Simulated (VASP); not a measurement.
A run of VASP 6.6.1 is set up as follows.

The input INCAR:

```
PREC = Accurate
ENCUT = 600
EDIFF = 1E-7
ISMEAR = 0
SIGMA = 0.03
LREAL = False
LASPH = True
NELM = 80
ALGO = Normal
ISIF = 3
LWAVE = False
LCHARG = False
GGA = PE
IBRION = 2
NSW = 90
EDIFFG = -0.005
```

Contents of KPOINTS:

```
Automatic mesh
0
Gamma
  10 10 10
```

POSCAR

```
ZrO2                                    
1.0
    0.0000000000      2.5585688977      2.5585688977
    2.5585688977      0.0000000000      2.5585688977
    2.5585688977      2.5585688977     -0.0000000000
  Zr              O             
     1     2
Direct
     0.0000000000000000    0.0000000000000000    0.0000000000000000
     0.2500000000000000    0.2500000000000000    0.2500000000000000
     0.7500000000000000    0.7500000000000000    0.7500000000000000
```

Potentials or basis: VASP PAW PBE potentials, release 64 (Zr_sv, O).

The run is started by

```console
$ cat potpaw_PBE.64/Zr_sv/POTCAR potpaw_PBE.64/O/POTCAR > POTCAR
$ mpirun -np 1 vasp_std > vasp.out
```

Task: What does it give for the space group after relaxing (to 0.05 Å)?

Result: Fm-3m (No. 225).

Task: Predict the relaxed volume.

Result: 11.16 Å³/atom.

Task: Predict the relaxed cell.

Result: a = 3.618 Å, b = 3.618 Å, c = 3.618 Å, α = 60.00°, β = 60.00°, γ = 60.00°.

Final structure:
```yaml
crystal:
  lattice:
    - [0.00000, 2.55819, 2.55819]
    - [2.55819, 0.00000, 2.55819]
    - [2.55819, 2.55819, 0.00000]
  atoms:
    - { symbol: Zr, position: [0.00000, 0.00000, 0.00000] }
    - { symbol: O, position: [0.25000, 0.25000, 0.25000] }
    - { symbol: O, position: [0.75000, 0.75000, 0.75000] }
```
